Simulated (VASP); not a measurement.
Input of a VASP 6.6.1 run:

INCAR

```
PREC = Accurate
ENCUT = 520
EDIFF = 1E-6
ISMEAR = -1
SIGMA = 0.02
LREAL = False
LASPH = True
NELM = 80
ALGO = Normal
ISIF = 2
LWAVE = False
LCHARG = False
KPAR = 4
```

File KPOINTS:

```
regular mesh
0
Gamma
  6 6 6
```

POSCAR

```
CdTe
1.0
    0.0000000000      3.2050000000      3.2050000000
    3.2050000000      0.0000000000      3.2050000000
    3.2050000000      3.2050000000      0.0000000000
Cd Te
1 1
Direct
    0.0000000000      0.0000000000      0.0000000000
    0.2500000000      0.2500000000      0.2500000000
```

Potentials or basis: VASP PAW LDA potentials, release 64 (Cd, Te).

Launch:

```sh
$ cat potpaw_LDA.64/Cd/POTCAR potpaw_LDA.64/Te/POTCAR > POTCAR
$ mpirun -np 4 vasp_std > vasp.out
```

(1) Predict the band gap on the k mesh.

(2) Estimate the pressure.

Answers

(1) 0.65 eV, direct.

(2) 0.3 GPa.

Caveat: spin-orbit coupling is left out, which moves the levels of the heavy elements.

**What was measured.**

A printed reference work, data compilation reports, for a bulk crystal of CdTe at 0 K: band gap 1.607 eV.

Against the measured gap of CdTe, 1.607 eV (0 K; a printed reference work, data compilation), the calculated 0.65 eV is off by -0.96 eV. Spin-orbit coupling on Cd, Te is left out. The value is that of LDA, without temperature or zero-point motion. Semilocal functionals fall short of measured gaps as a rule.
